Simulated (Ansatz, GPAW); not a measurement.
**Ballistic transport through 4,4'-bipyridine between two Pd chains, from relaxation to T(E)**

Aim: the conductance of 4,4'-bipyridine between two Pd chains after relaxation, and whether geometry, basis or functional moves it most.

Program: GPAW 26.7.0 and Ansatz 0.2.0. Level of theory: Ansatz plane waves; relaxation of the junction with the lead ends held; PAW set soft_1, in the first sound run; inputs show where later runs differ. Results are calculated unless marked as measured.

### 1. Starting point

The cell holds 36 atoms: 16 Pd, 2 N, 8 H and 10 C. Cell: a = 10.335 Å, b = 9.000 Å, c = 48.688 Å, α = 90.0°, β = 90.0°, γ = 90.0°. Regions: left lead, 8 atoms (8 Pd); channel, 20 atoms (2 N, 8 H and 10 C); right lead, 8 atoms (8 Pd). Vacuum lies along a and b. The structure is stacked along c, and the current runs across the ab planes.

### 2. Relaxing the atoms

Transmission follows bond lengths closely, so the atoms between the held lead ends are relaxed first, from a slightly shaken start that lets symmetry break.

Input file input.yaml:

```yaml
crystal:
  lattice:
    - [10.3351028823, 0.0, 0.0]
    - [0.0, 9.0, 0.0]
    - [0.0, 0.0, 48.6880610438]
  atoms:
    - { symbol: Pd, position: [0.5, 0.5, 0.0256736451] }
    - { symbol: Pd, position: [0.5, 0.5, 0.0770209353] }
    - { symbol: Pd, position: [0.5, 0.5, 0.1283682255] }
    - { symbol: Pd, position: [0.5, 0.5, 0.1797155157] }
    - { symbol: Pd, position: [0.5, 0.5, 0.2310628059] }
    - { symbol: Pd, position: [0.5, 0.5, 0.2824100961] }
    - { symbol: Pd, position: [0.4967785346, 0.4990402133, 0.333595252] }
    - { symbol: Pd, position: [0.4993125831, 0.503729339, 0.3851866944] }
    - { symbol: "N", position: [0.5010416462, 0.5000210224, 0.4264504948] }
    - { symbol: H, position: [0.677397919, 0.6073247453, 0.4294652762] }
    - { symbol: H, position: [0.3215100898, 0.391027724, 0.4303945342] }
    - { symbol: C, position: [0.5964329798, 0.5556303547, 0.4407551734] }
    - { symbol: C, position: [0.4021867272, 0.4420833643, 0.4410980566] }
    - { symbol: C, position: [0.6026494358, 0.5613150317, 0.4697735897] }
    - { symbol: C, position: [0.3938584489, 0.4383796679, 0.470151513] }
    - { symbol: H, position: [0.6826961147, 0.6086539662, 0.4806750497] }
    - { symbol: H, position: [0.3175130314, 0.3919704841, 0.4804795715] }
    - { symbol: C, position: [0.503329514, 0.4985761297, 0.4848348433] }
    - { symbol: C, position: [0.4993684775, 0.5028668394, 0.5146325086] }
    - { symbol: H, position: [0.6841913714, 0.3946610342, 0.51939492] }
    - { symbol: H, position: [0.3091959108, 0.6130512279, 0.520276372] }
    - { symbol: C, position: [0.600546961, 0.4363274693, 0.5296023072] }
    - { symbol: C, position: [0.3970436263, 0.5646107831, 0.5305725113] }
    - { symbol: C, position: [0.5948593843, 0.4465567207, 0.5579678458] }
    - { symbol: C, position: [0.4020564584, 0.5580702216, 0.5582117446] }
    - { symbol: H, position: [0.6736202577, 0.4020921221, 0.5705960471] }
    - { symbol: H, position: [0.327080735, 0.6026750417, 0.570976351] }
    - { symbol: "N", position: [0.4986301527, 0.5014331282, 0.5736079597] }
    - { symbol: Pd, position: [0.4977146805, 0.4997302153, 0.6151601167] }
    - { symbol: Pd, position: [0.5031716997, 0.5033890489, 0.6659435079] }
    - { symbol: Pd, position: [0.5, 0.5, 0.7175899039] }
    - { symbol: Pd, position: [0.5, 0.5, 0.7689371941] }
    - { symbol: Pd, position: [0.5, 0.5, 0.8202844843] }
    - { symbol: Pd, position: [0.5, 0.5, 0.8716317745] }
    - { symbol: Pd, position: [0.5, 0.5, 0.9229790647] }
    - { symbol: Pd, position: [0.5, 0.5, 0.9743263549] }
kpoints:
  mp_grid: { grid: [1, 1, 2] }
hamiltonian:
  xc: pbe
  pseudopotentials: { kind: paw, azcp: { folder: soft_1 } }
scf:
  occupations: { method: fermi_dirac, width: 0.1 }
relax:
  f_tol: 0.03
  max_steps: 80
  constraints: [{ sites: [0, 1, 2, 3, 4, 5, 30, 31, 32, 33, 34, 35] }]
```

Started as:

```console
ansatz run input.yaml --threads 4 --pin off --max-ram 8192MiB --backend cpu --events-out ev --progress --plain --runs-dir out
```

Numbers of over 12 decimals in the logs are rounded to 6 here.

Log:

```text
Engine: ansatz 0.2.0, aarch64-unknown-linux-gnu
Pseudopotentials: kind: paw
Pseudopotential: Pd, paw, valence charge 18, recommended cutoff 420 eV (normal), soft_1/Pd.paw.azcp
Pseudopotential: N, paw, valence charge 5, recommended cutoff 420 eV (normal), soft_1/N.paw.azcp
Pseudopotential: H, paw, valence charge 1, recommended cutoff 420 eV (normal), soft_1/H.paw.azcp
Pseudopotential: C, paw, valence charge 4, recommended cutoff 420 eV (normal), soft_1/C.paw.azcp
Functional definition: PBE
  parameter kappa = 0.804
  parameter beta = 0.066725
  exchange = pbe_x(kappa = kappa, mu = beta*pi^2/3)
  correlation = pbe_c(beta = beta)
Crystal: 36 atoms, lattice volume = 4528.765 Å³
Basis set: ecut = 420 eV, 88475 PW (Γ), exchange–correlation on 144×128×720 points (8 copies of the dense FFT grid, shifted against one another)
Bands: 209, of which v1, the nominal top of the filled ones, is band 173 counted from 1 (172 counted from 0)
Symmetry: 1 space group operations
Space group: P1 (ITA 1), of the structure as read, at distance tolerance 1.7e-4 Å
k-points: 2
Non-local potential: Pd, projectors of the file, l = 0: 2, l = 1: 2, l = 2: 2, l = 3: 1
Non-local potential: N, projectors of the file, l = 0: 2, l = 1: 2, l = 2: 1
Non-local potential: H, projectors of the file, l = 0: 2, l = 1: 1
Non-local potential: C, projectors of the file, l = 0: 2, l = 1: 2, l = 2: 1
PAW form: soft (Blöchl's): semilocal exchange-correlation on the pseudo side does not see the compensation charge
PAW one-centre angular grid: Pd, 590 points (default); XC on 64 Gauss nodes
PAW one-centre angular grid: N, 110 points (default); XC on 64 Gauss nodes
PAW one-centre angular grid: H, 110 points (default); XC on 64 Gauss nodes
PAW one-centre angular grid: C, 110 points (default); XC on 64 Gauss nodes
Initial density: superposition of atomic densities (neutral atoms: chi_scale 0, normalization atom)
Initial wavefunctions: pseudopotential atomic-orbital guess
Functional: x = pbe(κ = 0.804, μ = 0.219515), c = pbe(β = 0.066725)
SCF iter   1: F=—  HF=-114975.683158 eV  |F-HF|=—  |Δ(HF+E_count)|=         —  Δρ=6.04e-2  dr2=6.09e2  ethr=3.10e-3  ⟨swp⟩=11.5  Hψ=2191  notcnv=0
preconditioner: auto → LDOS  [metal: Δε(μ)=0.167 eV  Ē_g=4.911 eV  σ=0.100 eV  W_gap=0.35  n_scr=422 (ndim 8)  ℏωp=7.8 eV  f_vac=0.793  D(μ)=33.28/eV (n_scr^D=120)  β→1.0]
SCF iter   2: F=—  HF=-115071.674134 eV  |F-HF|=—  |Δ(HF+E_count)|=    9.60e1  Δρ=7.86e-2  dr2=3.42e3  ethr=3.10e-3  ⟨swp⟩=18.5  Hψ=3497  notcnv=0  defer=1  recentre
SCF iter   3: F=—  HF=-114937.039443 eV  |F-HF|=—  |Δ(HF+E_count)|=    1.35e2  Δρ=2.84e-2  dr2=8.17e1  ethr=3.10e-3  ⟨swp⟩=12.0  Hψ=2743  notcnv=0  defer=2
SCF iter   4: F=—  HF=-114931.599427 eV  |F-HF|=—  |Δ(HF+E_count)|=    5.44e0  Δρ=1.10e-2  dr2=6.55e0  ethr=3.10e-3  ⟨swp⟩=3.0  Hψ=757  notcnv=0  defer=26
SCF iter   5: F=—  HF=-114930.927939 eV  |F-HF|=—  |Δ(HF+E_count)|=   6.71e-1  Δρ=5.00e-3  dr2=2.32e0  ethr=1.89e-3  ⟨swp⟩=6.5  Hψ=791  notcnv=0  defer=17
SCF iter   6: F=—  HF=-114930.792097 eV  |F-HF|=—  |Δ(HF+E_count)|=   1.36e-1  Δρ=2.14e-3  dr2=5.74e-1  ethr=6.69e-4  ⟨swp⟩=2.5  Hψ=622  notcnv=0  defer=17
SCF iter   7: F=—  HF=-114930.785254 eV  |F-HF|=—  |Δ(HF+E_count)|=   6.84e-3  Δρ=1.28e-3  dr2=1.72e-1  ethr=1.66e-4  ⟨swp⟩=2.0  Hψ=461  notcnv=0  defer=17
SCF iter   8: F=—  HF=-114930.790416 eV  |F-HF|=—  |Δ(HF+E_count)|=   5.16e-3  Δρ=5.05e-4  dr2=2.26e-2  ethr=4.98e-5  ⟨swp⟩=2.0  Hψ=665  notcnv=0  defer=17
SCF iter   9: F=—  HF=-114930.790960 eV  |F-HF|=—  |Δ(HF+E_count)|=   5.44e-4  Δρ=1.99e-4  dr2=4.39e-3  ethr=6.52e-6  ⟨swp⟩=2.0  Hψ=467  notcnv=0  defer=17
SCF iter  10: F=—  HF=-114930.792983 eV  |F-HF|=—  |Δ(HF+E_count)|=   2.02e-3  Δρ=1.11e-4  dr2=1.25e-3  ethr=1.27e-6  ⟨swp⟩=2.0  Hψ=427  notcnv=0  defer=17
SCF iter  11: F=—  HF=-114930.793078 eV  |F-HF|=—  |Δ(HF+E_count)|=   9.52e-5  Δρ=5.96e-5  dr2=3.43e-4  ethr=3.62e-7  ⟨swp⟩=2.0  Hψ=530  notcnv=0  defer=17
SCF iter  12: F=—  HF=-114930.793101 eV  |F-HF|=—  |Δ(HF+E_count)|=   2.29e-5  Δρ=3.49e-5  dr2=1.34e-4  ethr=9.93e-8  ⟨swp⟩=2.0  Hψ=462  notcnv=0  defer=17
SCF iter  13: F=—  HF=-114930.793116 eV  |F-HF|=—  |Δ(HF+E_count)|=   1.50e-5  Δρ=1.76e-5  dr2=3.00e-5  ethr=3.88e-8  ⟨swp⟩=2.0  Hψ=414  notcnv=0  defer=17
SCF iter  14: F=-114930.793119 eV  HF=-114930.793121 eV  |F-HF|=2.38e-6  |Δ(HF+E_count)|=   5.20e-6  Δρ=7.38e-6  dr2=4.08e-6  ethr=6.50e-9  ⟨swp⟩=4.0  Hψ=1208  notcnv=0
smearing: bands 172 to 173 share 1.987 electrons (they would hold 2.000 with every lower band full and every higher one empty; bands counted from 0; each is filled to between 0.4842 and 0.5183 of a full level; at each k-point the levels lie within 1.4e-2 eV, against a smearing width of 0.1000 eV). The entropy term TS of this state is 1.5968 eV
SCF 1 converged in 14 iterations: F = -114930.793119 eV  dr2 = 4.08e-6
  greatest PAW one-centre occupation: 1.000 electrons in one spin orbital (limit 2), on the Pd atom at site 7 (counted from 0), in its partial waves of l = 0
relax step   1: F+E_penalty+E_count = -114930.79311866 eV  Δ(F+E_penalty+E_count) = +0.000e0 eV  max|allowed force component| = 3.902e0 eV/Å  Δτ_max = 0.0000 Å  (14 SCF iters, dr2 threshold 2.25e-5 eV, accepted)
Initial density: handed on by an earlier stage of this run
Initial wavefunctions: those handed on with the density
iter 1 solved again at ethr=1.44e-4 eV; its pass at ethr=3.10e-3 eV (dr2=5.00e-1 eV) is discarded
SCF iter   1: F=—  HF=-114931.370730 eV  |F-HF|=—  |Δ(HF+E_count)|=         —  Δρ=3.08e-3  dr2=4.48e-1  ethr=1.44e-4  ⟨swp⟩=1.0  Hψ=1372  notcnv=0  defer=21
preconditioner: auto → LDOS  [metal: Δε(μ)=0.010 eV  Ē_g=5.561 eV  σ=0.100 eV  W_gap=0.03  n_scr=422 (ndim 8)  ℏωp=8.0 eV  f_vac=0.790  D(μ)=50.66/eV (n_scr^D=210)  β→1.0]
SCF iter   2: F=—  HF=-114931.350894 eV  |F-HF|=—  |Δ(HF+E_count)|=   1.98e-2  Δρ=1.45e-3  dr2=1.28e-1  ethr=1.29e-4  ⟨swp⟩=3.0  Hψ=692  notcnv=0  defer=21
SCF iter   3: F=—  HF=-114931.318540 eV  |F-HF|=—  |Δ(HF+E_count)|=   3.24e-2  Δρ=6.27e-4  dr2=2.79e-2  ethr=3.71e-5  ⟨swp⟩=3.0  Hψ=698  notcnv=0  defer=21
SCF iter   4: F=—  HF=-114931.314526 eV  |F-HF|=—  |Δ(HF+E_count)|=   4.01e-3  Δρ=1.99e-4  dr2=3.70e-3  ethr=8.08e-6  ⟨swp⟩=2.0  Hψ=546  notcnv=0  defer=21
SCF iter   5: F=—  HF=-114931.314515 eV  |F-HF|=—  |Δ(HF+E_count)|=   1.13e-5  Δρ=1.18e-4  dr2=1.46e-3  ethr=1.07e-6  ⟨swp⟩=2.0  Hψ=447  notcnv=0  defer=21
SCF iter   6: F=—  HF=-114931.314630 eV  |F-HF|=—  |Δ(HF+E_count)|=   1.15e-4  Δρ=6.55e-5  dr2=4.47e-4  ethr=4.23e-7  ⟨swp⟩=2.0  Hψ=455  notcnv=0  defer=21
[...]
relax step   9: F+E_penalty+E_count = -114931.60888114 eV  Δ(F+E_penalty+E_count) = -3.541e-3 eV  max|allowed force component| = 4.254e-2 eV/Å  Δτ_max = 0.0790 Å  (9 SCF iters, dr2 threshold 4.17e-6 eV, accepted)
relax step  10: F+E_penalty+E_count = -114931.60942170 eV  Δ(F+E_penalty+E_count) = -5.406e-4 eV  max|allowed force component| = 3.214e-2 eV/Å  Δτ_max = 0.0417 Å  (10 SCF iters, accepted)
SCF iter   1: F=—  HF=-114931.612215 eV  |F-HF|=—  |Δ(HF+E_count)|=         —  Δρ=6.84e-4  dr2=1.44e-2  ethr=4.88e-5  ⟨swp⟩=3.0  Hψ=1041  notcnv=0  defer=23
preconditioner: auto → LDOS  [metal: Δε(μ)=0.001 eV  Ē_g=5.543 eV  σ=0.100 eV  W_gap=0.00  n_scr=422 (ndim 8)  ℏωp=8.0 eV  f_vac=0.790  D(μ)=52.54/eV (n_scr^D=226)  β→1.0]
SCF iter   2: F=—  HF=-114931.610743 eV  |F-HF|=—  |Δ(HF+E_count)|=   1.47e-3  Δρ=3.31e-4  dr2=6.80e-3  ethr=4.16e-6  ⟨swp⟩=3.0  Hψ=798  notcnv=0  defer=23
SCF iter   3: F=—  HF=-114931.608563 eV  |F-HF|=—  |Δ(HF+E_count)|=   2.18e-3  Δρ=5.30e-5  dr2=1.21e-4  ethr=1.97e-6  ⟨swp⟩=2.0  Hψ=691  notcnv=0  defer=23
SCF iter   4: F=—  HF=-114931.608555 eV  |F-HF|=—  |Δ(HF+E_count)|=   8.43e-6  Δρ=1.88e-5  dr2=1.48e-5  ethr=3.50e-8  ⟨swp⟩=2.0  Hψ=735  notcnv=0  defer=23
SCF iter   5: F=—  HF=-114931.609620 eV  |F-HF|=—  |Δ(HF+E_count)|=   1.07e-3  Δρ=5.94e-6  dr2=2.16e-6  ethr=4.28e-9  ⟨swp⟩=2.0  Hψ=639  notcnv=0  defer=23
SCF iter   6: F=—  HF=-114931.609620 eV  |F-HF|=—  |Δ(HF+E_count)|=   5.00e-7  Δρ=3.13e-6  dr2=9.09e-7  ethr=6.24e-10  ⟨swp⟩=2.0  Hψ=617  notcnv=0  defer=23
SCF iter   7: F=—  HF=-114931.609621 eV  |F-HF|=—  |Δ(HF+E_count)|=   9.69e-8  Δρ=1.97e-6  dr2=3.53e-7  ethr=2.63e-10  ⟨swp⟩=2.0  Hψ=621  notcnv=0  defer=23
SCF iter   8: F=—  HF=-114931.609621 eV  |F-HF|=—  |Δ(HF+E_count)|=   2.38e-8  Δρ=1.27e-6  dr2=1.29e-7  ethr=1.02e-10  ⟨swp⟩=2.0  Hψ=621  notcnv=0  defer=23
SCF iter   9: F=-114931.609621 eV  HF=-114931.609621 eV  |F-HF|=1.97e-8  |Δ(HF+E_count)|=   1.08e-8  Δρ=6.11e-7  dr2=3.21e-8  ethr=2.89e-11  ⟨swp⟩=4.0  Hψ=1071  notcnv=0
smearing: bands 172 to 173 share 2.011 electrons (they would hold 2.000 with every lower band full and every higher one empty; bands counted from 0; each is filled to between 0.4871 and 0.5219 of a full level; at each k-point the levels lie within 8.7e-3 eV, against a smearing width of 0.1000 eV). The entropy term TS of this state is 1.6562 eV
SCF 11 converged in 9 iterations: F = -114931.609621 eV  dr2 = 3.21e-8
relax step  11: F+E_penalty+E_count = -114931.60962055 eV  Δ(F+E_penalty+E_count) = -1.988e-4 eV  max|allowed force component| = 1.269e-2 eV/Å  Δτ_max = 0.0314 Å  (9 SCF iters, accepted)
SCF converged after 9 iterations
Free energy (F): -114931.609621 eV
Harris-Foulkes:  -114931.609621 eV  (|F-HF|=1.97e-8)
Internal energy: -114929.953391 eV  (E = F + TS)
E sigma→0 (E₀):  -114930.781506 eV
Entropy (-TS):   -1.656229 eV (-46.006 meV/atom)
Fermi energy:    -3.302449 eV
--- Per-component energies (eV) ---
  E_band       = -9237.286901
  E_kinetic    = 8447.999224
  E_local      = -115953.041913  (includes V_loc(G=0)·N_el)
  E_nonlocal   = 6284.329297
  E_hartree    = 51275.656005
  E_xc         = -2821.460955
  E_vxc        = -3544.726695  (∫ρ·V_xc dr)
  E_paw        = -62278.149791  (= ΣΔE_a)
  E_vpaw       = -7023.154434  (= ΣTr[D̂ρ^β])
  E_aug_tail   = -0.003010  (compensation charges beyond the density's cutoff)
  E_ewald      = 114.717752
  E_smearing   = -1.656229  (= −TS)
  E_closure    = -0.000000  (closes the sum)
  Σ components = -114931.609621   (vs F -114931.609621, Δ=0.00e0)
--- Forces (eV/Å), atoms counted from 1 ---
  atom   1  Pd     0.00090736     0.00028654    -0.00222521
  atom   2  Pd     0.00075235     0.00016235    -0.00719967
  atom   3  Pd     0.00053653     0.00016468     0.03065549
  atom   4  Pd     0.00381805     0.00139822    -0.03612942
  atom   5  Pd    -0.01825881    -0.00692943     0.03650701
  atom   6  Pd     0.01398916     0.00484455     0.05577224
  atom   7  Pd    -0.00033428     0.00172392     0.00045169
  atom   8  Pd     0.00039595    -0.00163364    -0.00354171
  atom   9  N     -0.00041083    -0.00082529    -0.00527782
  atom  10  H      0.00714771     0.00497479    -0.00507134
  atom  11  H     -0.00366080    -0.00271227     0.00034454
  atom  12  C     -0.00122445    -0.00612139     0.01269209
  atom  13  C     -0.00045552     0.00546091    -0.00008051
  atom  14  C     -0.00586736     0.00126475    -0.00369270
  atom  15  C     -0.00052893    -0.00241146     0.00270035
  atom  16  H      0.00594202     0.00138636     0.00485372
  atom  17  H     -0.00090219    -0.00092283     0.00119106
  atom  18  C      0.00042938    -0.00037274    -0.00551302
  atom  19  C      0.00075847    -0.00029935     0.00920554
  atom  20  H      0.00785231    -0.00153774    -0.00586057
  atom  21  H     -0.00485740     0.00145533    -0.00446691
  atom  22  C     -0.00752285    -0.00214464     0.00153798
  atom  23  C      0.00441422     0.00141191    -0.00134748
  atom  24  C     -0.00695467     0.01023310    -0.01013161
  atom  25  C      0.00157120    -0.00695076     0.00348223
  atom  26  H      0.01013859    -0.00613883     0.00556670
  atom  27  H     -0.00245321     0.00200683    -0.00061213
  atom  28  N     -0.00412404     0.00224444    -0.00122383
  atom  29  Pd     0.00221381    -0.00013457     0.00739711
  atom  30  Pd    -0.00108118    -0.00032455    -0.00410263
  atom  31  Pd    -0.01480885     0.00337646    -0.05393098
  atom  32  Pd     0.01885534    -0.00404190    -0.03696427
  atom  33  Pd    -0.00403885     0.00076629     0.03617205
  atom  34  Pd    -0.00056515     0.00011968    -0.03058120
  atom  35  Pd    -0.00076339     0.00008443     0.00720098
  atom  36  Pd    -0.00093292     0.00013806     0.00221724
  max |Σ_I F_I| component: 2.32e-5 eV/Å
--- Relaxed structure (11 steps of the walk, 11 accepted, 0 SCFs on fresh bases) ---
  F+E_penalty+E_count = -114931.60962055 eV   max|allowed force component| = 1.269e-2 eV/Å
  atoms:
    - { symbol: Pd, position: [0.5, 0.5, 0.025674] }
    - { symbol: Pd, position: [0.5, 0.5, 0.077021] }
    - { symbol: Pd, position: [0.5, 0.5, 0.128368] }
    - { symbol: Pd, position: [0.5, 0.5, 0.179716] }
    - { symbol: Pd, position: [0.5, 0.5, 0.231063] }
    - { symbol: Pd, position: [0.5, 0.5, 0.282410] }
    - { symbol: Pd, position: [0.444615, 0.477074, 0.332509] }
    - { symbol: Pd, position: [0.512973, 0.505212, 0.382369] }
    - { symbol: N, position: [0.506234, 0.502488, 0.425789] }
    - { symbol: H, position: [0.700946, 0.556014, 0.429582] }
    - { symbol: H, position: [0.311168, 0.448600, 0.427901] }
    - { symbol: C, position: [0.613178, 0.531395, 0.441102] }
    - { symbol: C, position: [0.396713, 0.472807, 0.440180] }
    - { symbol: C, position: [0.614399, 0.531462, 0.469650] }
    - { symbol: C, position: [0.390543, 0.471684, 0.468705] }
    - { symbol: H, position: [0.704821, 0.558690, 0.479991] }
    - { symbol: H, position: [0.298346, 0.444116, 0.478291] }
    - { symbol: C, position: [0.501061, 0.501365, 0.484799] }
    - { symbol: C, position: [0.498350, 0.501218, 0.515197] }
    - { symbol: H, position: [0.702345, 0.450429, 0.521724] }
    - { symbol: H, position: [0.293283, 0.552071, 0.519998] }
    - { symbol: C, position: [0.609502, 0.474963, 0.531299] }
    - { symbol: C, position: [0.384298, 0.527612, 0.530343] }
    - { symbol: C, position: [0.603219, 0.475566, 0.559826] }
    - { symbol: C, position: [0.385433, 0.527321, 0.558887] }
    - { symbol: H, position: [0.689282, 0.454029, 0.572102] }
    - { symbol: H, position: [0.297095, 0.549148, 0.570412] }
    - { symbol: N, position: [0.492976, 0.501550, 0.574212] }
    - { symbol: Pd, position: [0.485851, 0.503057, 0.617620] }
    - { symbol: Pd, position: [0.557205, 0.486133, 0.667476] }
    - { symbol: Pd, position: [0.5, 0.5, 0.717590] }
    - { symbol: Pd, position: [0.5, 0.5, 0.768937] }
    - { symbol: Pd, position: [0.5, 0.5, 0.820284] }
    - { symbol: Pd, position: [0.5, 0.5, 0.871632] }
    - { symbol: Pd, position: [0.5, 0.5, 0.922979] }
    - { symbol: Pd, position: [0.5, 0.5, 0.974326] }
```

The job ended after 7.9 min (4 threads of Arm Neoverse V1, shared host; peak memory 5.3 GiB; 31 min of CPU time).

Relaxation path:

| step | energy less that of the first step (eV) | largest force component (eV/Å) |
| --- | --- | --- |
| 1 | 0.0000 | 3.9023 |
| 2 | -0.5215 | 1.3733 |
| 3 | -0.6997 | 0.2446 |
| 4 | -0.7581 | 0.2717 |
| 5 | -0.7825 | 0.1938 |
| 6 | -0.7968 | 0.1010 |
| 7 | -0.8072 | 0.1329 |
| 8 | -0.8122 | 0.0927 |
| 9 | -0.8158 | 0.0425 |
| 10 | -0.8163 | 0.0321 |
| 11 | -0.8165 | 0.0127 |

The atoms that moved most (Å):

| atom | dx | dy | dz | length |
| --- | --- | --- | --- | --- |
| Pd30 | 0.558 | -0.155 | 0.075 | 0.584 |
| Pd7 | -0.539 | -0.198 | -0.053 | 0.577 |
| H27 | -0.310 | -0.482 | -0.027 | 0.573 |
| H21 | -0.164 | -0.549 | -0.014 | 0.573 |
| H20 | 0.188 | 0.502 | 0.113 | 0.548 |
| H11 | -0.107 | 0.518 | -0.121 | 0.543 |
| H10 | 0.243 | -0.462 | 0.006 | 0.522 |
| H17 | -0.198 | 0.469 | -0.107 | 0.520 |

This step gave:

```yaml
free_energy: -114931.6096 eV
smearing_term_ts: 1.656 eV
symmetry_operations: 1
```

The relaxation lowered the energy of the cell by 0.817 eV.

(Part 1 of 4 ends here.)

[Logs are printed without paths, hosts, clocks, repeated set-up lines and the standing remarks that a program may print on its own settings, such as how far it seeks lower states.]

[Hosts, paths, dates, database ids (printed as entryN), source tags and the programs' standing remarks are cut or masked in the printed files.]
